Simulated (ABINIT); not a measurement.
**W in ABINIT: convergence with pawecutdg**

The system is W.

```
W
1.0
    -1.54480    1.61508    1.63102
     1.57115   -1.54525    1.58754
     1.54570    1.54614   -1.56120
W
1
Direct
  0.01093 0.00770 0.02297
```

The cell isn't the ideal one: cell strained at random at fixed volume.

* Program: ABINIT 10.8.3 (patched build)
* Task: single point
* Functional: PBE
* Potentials or basis: JTH PAW PBE v2.0
* Cutoff: 435 eV
* k mesh: 12 × 12 × 12
* Occupations: cold (ABINIT), width 0.1 eV
* Spin: no spin polarisation

These are the settings of the first run; the series varies pawecutdg, with any setting tied to it.

Hardware: 1 thread of Arm Neoverse V2 (shared host).

Question: The values tried are 16.5, 19.2, 24, 28.8, 35.2, 43.2, 52.8, loosest first. From which on does the pressure stay within 0.1 GPa of the tightest run that finished?

Answer: From 28.8 on.

| pawecutdg | energy less the tightest run (meV/atom) | pressure (GPa) | SCF cycles | CPU time (s) | peak memory (GiB) |
| --- | --- | --- | --- | --- | --- |
| 16.5 | -2.03 | 5.41 | 13 | 77 | 0.2 |
| 19.2 | -1.32 | 5.86 | 13 | 76 | 0.2 |
| 24 | -0.03 | 5.44 | 13 | 77 | 0.2 |
| 28.8 | -0.09 | 5.67 | 13 | 77 | 0.21 |
| 35.2 | -0.38 | 5.54 | 13 | 77 | 0.21 |
| 43.2 | 0.14 | 5.55 | 13 | 77 | 0.21 |
| 52.8 | 0.00 | 5.58 | 13 | 77 | 0.22 |

Against the tightest run, the energy stays within 1 meV/atom from 24 on. The tightest run that finished is the yardstick and may itself not be fully converged.

The run has no spin-orbit coupling, so splittings on W are missing.
